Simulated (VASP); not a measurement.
A run of VASP 6.6.1 is set up as follows.

INCAR

```
PREC = Accurate ; ENCUT = 520
EDIFF = 1E-6 ; ISMEAR = -1
SIGMA = 0.06802846561497 ; LREAL = False
LASPH = True ; NELM = 60
ALGO = Normal ; ISIF = 2
LWAVE = False ; LCHARG = False
GGA = CA ; NBANDS = 13
```

KPOINTS

```
regular mesh
0
Gamma
  6 6 6
```

The input POSCAR:

```
Li2O
1.0
    0.0000000000      2.3268543819      2.3268543819
    2.3268543819      0.0000000000      2.3268543819
    2.3268543819      2.3268543819      0.0000000000
Li O
2 1
Direct
    0.7500000000      0.7500000000      0.7500000000
    0.2500000000      0.2500000000      0.2500000000
    0.0000000000      0.0000000000      0.0000000000
```

Potentials or basis: VASP PAW LDA potentials, release 64 (Li_sv, O).

Launch:

```console
$ cat potpaw_LDA.64/Li_sv/POTCAR potpaw_LDA.64/O/POTCAR > POTCAR
$ mpirun -np 1 vasp_std > vasp.out
```

**Question.** Predict the band gap on the k mesh.

**Answer.** 4.76 eV, indirect (least direct gap 5.10 eV).

 Expect the measured gap to be larger: semilocal functionals such as LDA lack the derivative discontinuity.
